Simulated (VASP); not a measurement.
Input of a VASP 6.6.1 run:

The input run.py:

```python
from ase.calculators.vasp import Vasp
from ase.io import read
from ase.optimize import BFGS

atoms = read('In.xyz')
calc = Vasp(
    directory='calc',
    xc='am05',
    pp='PBE',
    setups='minimal',
    prec='Accurate',
    encut=500,
    ediff=1e-07,
    ismear=0,
    sigma=0.05,
    lreal=False,
    lasph=True,
    nelm=100,
    algo='Normal',
    isif=2,
    lwave=False,
    lcharg=False,
    ivdw=13,
    kpts=[10, 10, 10],
    gamma=True,
)
atoms.calc = calc
opt = BFGS(atoms, trajectory='relax.traj')
converged = opt.run(fmax=0.01, steps=40)
print('converged:', converged)

print('energy (eV):', atoms.get_potential_energy())
print('free energy (eV):', atoms.get_potential_energy(force_consistent=True))
print('forces (eV/A):')
print(atoms.get_forces())
print('stress (eV/A^3, Voigt):', atoms.get_stress())
print('Fermi level (eV):', calc.get_fermi_level())
print('cell (A, degrees):', atoms.cell.cellpar())
print('volume (A^3):', atoms.get_volume())
print('scaled positions:')
print(atoms.get_scaled_positions())
```

The input In.xyz:

```xyz
1
Lattice="-1.9723020275 1.9723020275 1.9723020275 1.9723020275 -1.9723020275 1.9723020275 1.9723020275 1.9723020275 -1.9723020275" Properties=species:S:1:pos:R:3 pbc="T T T"
In     0.0000000000      0.0000000000      0.0000000000
```

Potentials or basis: VASP PAW PBE potentials, release 64 (In).

Launch:

```sh
$ python run.py
```

Question: Estimate the band gap on the k mesh.

Answer: None (metal or under the smearing width).

Question: Predict the dispersion energy per atom.

Answer: -0.179 eV.

Final structure:
```
In
1.0
    -1.97230    1.97230    1.97230
     1.97230   -1.97230    1.97230
     1.97230    1.97230   -1.97230
In
1
Cartesian
  0.0000 0.0000 0.0000
```

Caveat: the relaxation stopped at its first step, so nothing moved; the PAW data sets were made with another functional, which shifts forces and pressure a little.
